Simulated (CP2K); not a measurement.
# Ti (P6_3/mmc) in CP2K: notebook

The runs below take Ti through band structure, with PBE, LDA, PBEsol, r2SCAN.

All numbers are computed with CP2K 2026.2; they aren't measurements. Logs are shortened: lines on timing, memory, paths and dates and some standing lists are left out, and cuts for length are marked.

### Step 1. Starting point

It takes space group P6_3/mmc (No. 194, hexagonal). Conventional cell: a = 2.950 Å, b = 2.950 Å, c = 4.680 Å, α = 90.00°, β = 90.00°, γ = 120.00°. Ti (site symmetry -6m2) is surrounded by 12 Ti at 2.89 to 2.95 Å.

### Step 2. Band structure, PBE

ti_bands.inp

```
&GLOBAL
  PROJECT ti_bands
  RUN_TYPE ENERGY_FORCE
  PRINT_LEVEL LOW
&END GLOBAL
&FORCE_EVAL
  METHOD QS
  STRESS_TENSOR ANALYTICAL
  &DFT
    BASIS_SET_FILE_NAME BASIS_MOLOPT_UZH
    POTENTIAL_FILE_NAME POTENTIAL_UZH
    &MGRID
      CUTOFF 450
      REL_CUTOFF 60
      NGRIDS 4
    &END MGRID
    &QS
      METHOD GPW
      EPS_DEFAULT 1.0E-9
    &END QS
    &KPOINTS
      SCHEME MONKHORST-PACK 10 10 6
      GAMMA_CENTERED T
      SYMMETRY T
      SYMMETRY_BACKEND SPGLIB
    &END KPOINTS
    &SCF
      SCF_GUESS ATOMIC
      EPS_SCF 1.0E-6
      MAX_SCF 100
      ADDED_MOS 16
      CHOLESKY OFF
      EPS_EIGVAL 1.0E-7
      &DIAGONALIZATION ON
        ALGORITHM STANDARD
      &END DIAGONALIZATION
      &MIXING ON
        METHOD BROYDEN_MIXING
        ALPHA 0.4
        BETA 1.5
        NBUFFER 8
      &END MIXING
      &SMEAR ON
        METHOD FERMI_DIRAC
        ELECTRONIC_TEMPERATURE [K] 580.226
      &END SMEAR
    &END SCF
    &XC
      &XC_FUNCTIONAL
        &GGA_X_PBE
        &END GGA_X_PBE
        &GGA_C_PBE
        &END GGA_C_PBE
      &END XC_FUNCTIONAL
    &END XC
    &PRINT
      &KPOINTS ON
      &END KPOINTS
      &MULLIKEN ON
      &END MULLIKEN
      &MO ON
        ENERGIES T
        OCCUPATION_NUMBERS T
        &EACH
          QS_SCF 0
        &END EACH
        ADD_LAST NUMERIC
      &END MO
      &LOWDIN ON
      &END LOWDIN
      &HIRSHFELD ON
        SHAPE_FUNCTION DENSITY
      &END HIRSHFELD
      &BAND_STRUCTURE
        FILE_NAME bands.bs
        ADDED_MOS 4
        &KPOINT_SET
          UNITS B_VECTOR
          NPOINTS 8
          SPECIAL_POINT GAMMA 0.00000000 0.00000000 0.00000000
          SPECIAL_POINT M 0.50000000 0.00000000 0.00000000
          SPECIAL_POINT K 0.33333333 0.33333333 0.00000000
          SPECIAL_POINT GAMMA 0.00000000 0.00000000 0.00000000
          SPECIAL_POINT A 0.00000000 0.00000000 0.50000000
          SPECIAL_POINT L 0.50000000 0.00000000 0.50000000
          SPECIAL_POINT H 0.33333333 0.33333333 0.50000000
          SPECIAL_POINT A 0.00000000 0.00000000 0.50000000
        &END KPOINT_SET
        &KPOINT_SET
          UNITS B_VECTOR
          NPOINTS 8
          SPECIAL_POINT L 0.50000000 0.00000000 0.50000000
          SPECIAL_POINT M 0.50000000 0.00000000 0.00000000
        &END KPOINT_SET
        &KPOINT_SET
          UNITS B_VECTOR
          NPOINTS 8
          SPECIAL_POINT K 0.33333333 0.33333333 0.00000000
          SPECIAL_POINT H 0.33333333 0.33333333 0.50000000
        &END KPOINT_SET
      &END BAND_STRUCTURE
    &END PRINT
  &END DFT
  &SUBSYS
    &CELL
      A 2.9500000000 0.0000000000 0.0000000000
      B -1.4750000000 2.5547749412 0.0000000000
      C 0.0000000000 0.0000000000 4.6800000000
      PERIODIC XYZ
    &END CELL
    &COORD
      SCALED
      Ti  0.6666666667 0.3333333333 0.7500000000
      Ti  0.3333333333 0.6666666667 0.2500000000
    &END COORD
    &KIND Ti
      BASIS_SET TZVP-MOLOPT-PBE-GTH-q12
      POTENTIAL GTH-PBE-q12
    &END KIND
    &PRINT
      &ATOMIC_COORDINATES ON
      &END ATOMIC_COORDINATES
      &CELL ON
      &END CELL
    &END PRINT
  &END SUBSYS
  &PRINT
    &FORCES ON
    &END FORCES
    &STRESS_TENSOR ON
    &END STRESS_TENSOR
  &END PRINT
&END FORCE_EVAL
```

Potentials or basis: POTENTIAL_UZH Ti GTH-PBE-q12; TZVP-MOLOPT-PBE-GTH basis.

Launch:

```console
$ OMP_NUM_THREADS=2 cp2k.psmp -i ti_bands.inp -o ti_bands.out
```

ti_bands.out:

```text

 CP2K| version string:                                       CP2K version 2026.2
 CP2K| Input file name                                              ti_bands.inp

 GLOBAL| Force Environment number                                              1
 GLOBAL| Basis set file name                                    BASIS_MOLOPT_UZH
 GLOBAL| Potential file name                                       POTENTIAL_UZH
 GLOBAL| MM Potential file name                                     MM_POTENTIAL
 GLOBAL| Coordinate file name                                      __STD_INPUT__
 GLOBAL| Method name                                                        CP2K
 GLOBAL| Project name                                                   ti_bands
 GLOBAL| Run type                                                   ENERGY_FORCE
 GLOBAL| FFT library                                                       FFTW3
[... 5 lines left out ...]
 GLOBAL| Global print level                                                  LOW
 GLOBAL| Total number of message passing processes                             1
 GLOBAL| Number of threads for this process                                    2
 GLOBAL| CPU model name                                                  UNKNOWN

 CELL| Volume [angstrom^3]:                                            35.271223
 CELL| Vector a [angstrom]:       2.950     0.000     0.000   |a| =     2.950000
 CELL| Vector b [angstrom]:      -1.475     2.555     0.000   |b| =     2.950000
 CELL| Vector c [angstrom]:       0.000     0.000     4.680   |c| =     4.680000
 CELL| Angle (b,c), alpha [degree]:                                    90.000000
 CELL| Angle (a,c), beta  [degree]:                                    90.000000
 CELL| Angle (a,b), gamma [degree]:                                   120.000000
 CELL| Numerically orthorhombic:                                              NO
 CELL| Periodicity                                                           XYZ

 CELL_REF| Volume [angstrom^3]:                                        35.271223
 CELL_REF| Vector a [angstrom     2.950     0.000     0.000   |a| =     2.950000
 CELL_REF| Vector b [angstrom    -1.475     2.555     0.000   |b| =     2.950000
 CELL_REF| Vector c [angstrom     0.000     0.000     4.680   |c| =     4.680000
 CELL_REF| Angle (b,c), alpha [degree]:                                90.000000
 CELL_REF| Angle (a,c), beta  [degree]:                                90.000000
 CELL_REF| Angle (a,b), gamma [degree]:                               120.000000
 CELL_REF| Numerically orthorhombic:                                          NO
 CELL_REF| Periodicity                                                       XYZ
[... 9 lines left out ...]
 TOTAL NUMBERS AND MAXIMUM NUMBERS

  Total number of            - Atomic kinds:                                   1
                             - Atoms:                                          2
                             - Shell sets:                                     2
                             - Shells:                                        22
                             - Primitive Cartesian functions:                 12
                             - Cartesian basis functions:                     82
                             - Spherical basis functions:                     70

  Maximum angular momentum of- Orbital basis functions:                        3
                             - Local part of the GTH pseudopotential:          2
                             - Non-local part of the GTH pseudopotential:      3

 MODULE QUICKSTEP: ATOMIC COORDINATES IN ANGSTROM

   Atom Kind Element         X             Y             Z       Z(eff)     Mass
      1    1 Ti   22      1.475000      0.851592      3.510000  12.0000  47.8670
      2    1 Ti   22     -0.000000      1.703183      1.170000  12.0000  47.8670

 SCF PARAMETERS         Density guess:                                    ATOMIC
[... 9 lines left out ...]
                        --------------------------------------------------------
                        level_shift [a.u.]:                             0.000000
                        added MOs                                        16    0
                        --------------------------------------------------------
                        Mixing method:                            BROYDEN_MIXING
                                                charge density mixing in g-space
                        --------------------------------------------------------
                        Smear method:                                FERMI_DIRAC
                        Electronic temperature [K]:                        580.2
                        Electronic temperature [a.u.]:                  1.84E-03
                        Accuracy threshold:                             1.00E-10
[... 72 lines left out ...]
     1 NoMix/Diag. 0.40E+00    5.4     1.02103893      -116.8711392857 -1.17E+02
     2 Broy./Diag. 0.40E+00    3.9     0.06918702      -117.5798267031 -7.09E-01
     3 Broy./Diag. 0.40E+00    3.9     0.05970127      -116.6362253031  9.44E-01
     4 Broy./Diag. 0.40E+00    3.9     0.03742313      -116.1159736481  5.20E-01
     5 Broy./Diag. 0.40E+00    3.9     0.00120656      -116.1598336897 -4.39E-02
     6 Broy./Diag. 0.40E+00    3.9     0.00229015      -116.1301917531  2.96E-02
     7 Broy./Diag. 0.40E+00    3.8     0.00040026      -116.1344911571 -4.30E-03
     8 Broy./Diag. 0.40E+00    3.8     0.00007618      -116.1310374070  3.45E-03
     9 Broy./Diag. 0.40E+00    3.9     0.00009141      -116.1321250683 -1.09E-03
    10 Broy./Diag. 0.40E+00    3.9     0.00001555      -116.1318962798  2.29E-04
    11 Broy./Diag. 0.40E+00    3.9     0.00000223      -116.1320863813 -1.90E-04
    12 Broy./Diag. 0.40E+00    3.9     0.00000131      -116.1320627466  2.36E-05
    13 Broy./Diag. 0.40E+00    3.9     0.00000039      -116.1320668735 -4.13E-06

  *** SCF run converged in    13 steps ***

  Electronic density on regular grids:        -23.9999999793        0.0000000207
  Core density on regular grids:               23.9999999907       -0.0000000093
  Total charge density on r-space grids:        0.0000000114
  Total charge density g-space grids:           0.0000000114

  Overlap energy of the core charge distribution:               0.00000000000000
  Self energy of the core charge distribution:               -213.25219667272910
  Core Hamiltonian energy:                                     54.21665942025814
  Hartree energy:                                              57.52724159378069
  Exchange-correlation energy:                                -14.62304118726067
  Electronic entropic energy:                                  -0.00073002757186
  Fermi energy:                                                 0.39323208828469

  Total energy:                                              -116.13206687351554
  Total energy (extrapolated to T->0):                       -116.13170185972962

 MO| EIGENVALUES AND OCCUPATION NUMBERS FOR K POINT 1
 MO|
 MO|  Index      Eigenvalue [a.u.]        Eigenvalue [eV]             Occupation
 MO|      1              -1.690169             -45.991846               2.000000
 MO|      2              -1.689682             -45.978592               2.000000
 MO|      3              -0.829483             -22.571372               2.000000
 MO|      4              -0.827643             -22.521325               2.000000
 MO|      5              -0.821109             -22.343508               2.000000
 MO|      6              -0.817613             -22.248371               2.000000
[... 462 lines left out ...]
 MO|     27               1.084580              29.512935               0.000000
 MO|     28               1.089134              29.636833               0.000000
 MO| Sum:                                                              24.000000
 MO| E(Fermi):            0.393232 a.u.         10.700389 eV

 [... the levels of further k-points ...]

 !-----------------------------------------------------------------------------!
                     Mulliken Population Analysis

 #  Atom  Element  Kind  Atomic population                           Net charge
       1     Ti       1         12.000000                             -0.000000
       2     Ti       1         12.000000                              0.000000
 # Total charge                             24.000000                 -0.000000

 !-----------------------------------------------------------------------------!

 !-----------------------------------------------------------------------------!
                           Hirshfeld Charges

  #Atom  Element  Kind  Ref Charge     Population                    Net charge
      1       Ti     1      12.000         12.000                        -0.000
      2       Ti     1      12.000         12.000                        -0.000

  Total Charge                                                           -0.000
 !-----------------------------------------------------------------------------!

 LOWDIN POPULATION ANALYSIS

 #  Atom  Element  Kind  Atomic population                           Net charge
       1     Ti       1         12.000000                             -0.000000
       2     Ti       1         12.000000                              0.000000
 # Total charge                             24.000000                  0.000000

 KPOINTS| Band Structure Calculation
 KPOINTS| Number of k-point sets                                               3
 KPOINTS| Number of added MOs/bands                                            4
 KPOINTS| Number of k-points in set    1                                      57
 KPOINTS| In units of b-vector [2pi/Bohr]
 KPOINTS| Special point     1       GAMMA     0.000000     0.000000     0.000000
 KPOINTS| Special point     2           M     0.500000     0.000000     0.000000
 KPOINTS| Special point     3           K     0.333333     0.333333     0.000000
 KPOINTS| Special point     4       GAMMA     0.000000     0.000000     0.000000
 KPOINTS| Special point     5           A     0.000000     0.000000     0.500000
 KPOINTS| Special point     6           L     0.500000     0.000000     0.500000
 KPOINTS| Special point     7           H     0.333333     0.333333     0.500000
 KPOINTS| Special point     8           A     0.000000     0.000000     0.500000
 KPOINTS| Number of k-points in set    2                                       9
 KPOINTS| In units of b-vector [2pi/Bohr]
 KPOINTS| Special point     1           L     0.500000     0.000000     0.500000
 KPOINTS| Special point     2           M     0.500000     0.000000     0.000000
 KPOINTS| Number of k-points in set    3                                       9
 KPOINTS| In units of b-vector [2pi/Bohr]
 KPOINTS| Special point     1           K     0.333333     0.333333     0.000000
 KPOINTS| Special point     2           H     0.333333     0.333333     0.500000

 ENERGY| Total FORCE_EVAL ( QS ) energy [hartree]           -116.132066666612090

 FORCES| Atomic forces [hartree/bohr]
 FORCES|   Atom     x               y               z               |f|
 FORCES|      1 -1.11078963E-06  6.41516017E-07 -3.39665697E-09   1.28273456E-06
 FORCES|      2  1.11078966E-06 -6.41516015E-07  3.39656546E-09   1.28273458E-06
 FORCES| Sum     2.54288955E-14  2.18542780E-15 -9.15041879E-14
 FORCES| Total atomic force                                       9.49969537E-14

 STRESS| Analytical stress tensor [bar]
 STRESS|                        x                   y                   z
 STRESS|      x       -1.26517695490E+04   1.29146139917E+01   1.05120921082E-08
 STRESS|      y        1.29146139917E+01  -1.26368582867E+04   1.23426146370E-09
 STRESS|      z        1.05120921082E-08   1.23426146370E-09  -1.51737725274E+04
 STRESS| 1/3 Trace                                            -1.34874667877E+04
 STRESS| Determinant                                          -2.42595926389E+12

 STRESS| Eigenvectors and eigenvalues of the analytical stress tensor [bar]
 STRESS|                        1                   2                   3
 STRESS| Eigenvalues  -1.51737725274E+04  -1.26592261172E+04  -1.26294017185E+04
 STRESS|      x          -0.000000000004      0.866016333539      0.500015709798
 STRESS|      y          -0.000000000000     -0.500015709798      0.866016333539
 STRESS|      z           1.000000000000      0.000000000003      0.000000000002
```

It took 62 s on 2 threads of Arm Neoverse V1, shared host; peak memory 0.36 GiB.

What came out:

* Free energy: -3160.1142 eV
* Pressure: -1.3 GPa
* Band gap on the k mesh: none (metal or under the smearing width)

Stress tensor (GPa, compression positive):
```
-1.27  0.00  0.00
 0.00 -1.26  0.00
 0.00  0.00 -1.52
```

Levels at the corners of the path, in eV from the Fermi level:
```
point  band 8  band 9  band 10  band 11  band 12  band 13  band 14  band 15  band 16  band 17
    Γ  -32.70   -6.15    -2.66     0.77     0.77     0.78     0.86     1.25     1.25     1.62
    M  -32.77   -2.32    -2.12    -1.81    -0.61     0.49     0.63     1.15     3.29     3.52
    K  -32.95   -1.64    -1.37    -1.37    -1.26     0.24     0.24     1.48     3.00     3.00
    Γ  -32.70   -6.15    -2.66     0.77     0.77     0.78     0.86     1.25     1.25     1.62
    A  -32.75   -4.31    -4.31     0.08     0.08     0.68     0.68     0.68     0.68     2.76
    L  -32.85   -2.50    -2.50    -0.80    -0.80     1.33     1.33     1.72     1.72     3.43
    H  -32.83   -1.21    -1.21    -1.06    -1.06    -0.21    -0.21     1.65     1.65     3.10
    A  -32.75   -4.31    -4.31     0.08     0.08     0.68     0.68     0.68     0.68     2.76
    L  -32.85   -2.50    -2.50    -0.80    -0.80     1.33     1.33     1.72     1.72     3.43
    M  -32.77   -2.32    -2.12    -1.81    -0.61     0.49     0.63     1.15     3.29     3.52
    K  -32.95   -1.64    -1.37    -1.37    -1.26     0.24     0.24     1.48     3.00     3.00
    H  -32.83   -1.21    -1.21    -1.06    -1.06    -0.21    -0.21     1.65     1.65     3.10
```

Caveat: the basis of atomic orbitals isn't converged, which shifts pressures, moduli and gaps.

### Step 3. Band structure, LDA

ti_bands.inp, as its differences from that of step 2:

```diff
@@ -10,3 +10,3 @@
     BASIS_SET_FILE_NAME BASIS_MOLOPT_UZH
-    POTENTIAL_FILE_NAME POTENTIAL_UZH
+    POTENTIAL_FILE_NAME GTH_POTENTIALS
     &MGRID
@@ -14,3 +14,3 @@
       REL_CUTOFF 60
-      NGRIDS 4
+      NGRIDS 5
     &END MGRID
@@ -18,3 +18,3 @@
       METHOD GPW
-      EPS_DEFAULT 1.0E-9
+      EPS_DEFAULT 1.0E-10
     &END QS
@@ -49,6 +49,6 @@
       &XC_FUNCTIONAL
-        &GGA_X_PBE
-        &END GGA_X_PBE
-        &GGA_C_PBE
-        &END GGA_C_PBE
+        &LDA_X
+        &END LDA_X
+        &LDA_C_PW
+        &END LDA_C_PW
       &END XC_FUNCTIONAL
@@ -68,7 +68,2 @@
       &END MO
-      &LOWDIN ON
-      &END LOWDIN
-      &HIRSHFELD ON
-        SHAPE_FUNCTION DENSITY
-      &END HIRSHFELD
       &BAND_STRUCTURE
@@ -78,3 +73,3 @@
           UNITS B_VECTOR
-          NPOINTS 8
+          NPOINTS 6
           SPECIAL_POINT GAMMA 0.00000000 0.00000000 0.00000000
@@ -90,3 +85,3 @@
           UNITS B_VECTOR
-          NPOINTS 8
+          NPOINTS 6
           SPECIAL_POINT L 0.50000000 0.00000000 0.50000000
@@ -96,3 +91,3 @@
           UNITS B_VECTOR
-          NPOINTS 8
+          NPOINTS 6
           SPECIAL_POINT K 0.33333333 0.33333333 0.00000000
@@ -111,5 +106,4 @@
     &COORD
-      SCALED
-      Ti  0.6666666667 0.3333333333 0.7500000000
-      Ti  0.3333333333 0.6666666667 0.2500000000
+      Ti  1.4750000001 0.8515916470 3.5100000000
+      Ti  -0.0000000001 1.7031832942 1.1700000000
     &END COORD
@@ -117,3 +111,3 @@
       BASIS_SET TZVP-MOLOPT-PBE-GTH-q12
-      POTENTIAL GTH-PBE-q12
+      POTENTIAL GTH-PADE-q12
     &END KIND
```

Potentials or basis: GTH_POTENTIALS Ti GTH-PADE-q12; TZVP-MOLOPT-PBE-GTH basis.

Launch:

```console
$ OMP_NUM_THREADS=2 cp2k.psmp -i ti_bands.inp -o ti_bands.out
```

Run time: 71 s. Hardware: 2 threads of Arm Neoverse V1, shared host; peak memory 0.38 GiB.

The run converged. Its results:

```yaml
Free_energy: -3165.5869 eV
Pressure: -9.5 GPa
Band_gap_on_the_k_mesh: none (metal or under the smearing width)
```

Stress tensor (GPa, compression positive):
```
-9.34  0.00  0.00
 0.00 -9.34  0.00
 0.00  0.00 -9.84
```

Levels at the corners of the path, in eV from the Fermi level:
```csv
point,band 9,band 10,band 11,band 12,band 13,band 14,band 15,band 16
Γ,-6.12,-2.65,0.76,0.76,0.82,0.86,1.25,1.25
M,-2.31,-2.11,-1.81,-0.57,0.46,0.61,1.15,3.31
K,-1.65,-1.35,-1.35,-1.24,0.22,0.22,1.47,3.03
Γ,-6.12,-2.65,0.76,0.76,0.82,0.86,1.25,1.25
A,-4.28,-4.28,0.09,0.09,0.67,0.67,0.67,0.67
L,-2.50,-2.50,-0.80,-0.80,1.36,1.36,1.70,1.70
H,-1.20,-1.20,-1.07,-1.07,-0.19,-0.19,1.64,1.64
A,-4.28,-4.28,0.09,0.09,0.67,0.67,0.67,0.67
L,-2.50,-2.50,-0.80,-0.80,1.36,1.36,1.70,1.70
M,-2.31,-2.11,-1.81,-0.57,0.46,0.61,1.15,3.31
K,-1.65,-1.35,-1.35,-1.24,0.22,0.22,1.47,3.03
H,-1.20,-1.20,-1.07,-1.07,-0.19,-0.19,1.64,1.64
```

Caveat: the basis of atomic orbitals isn't converged, which shifts pressures, moduli and gaps.

(Continued in part 2 of 2.)
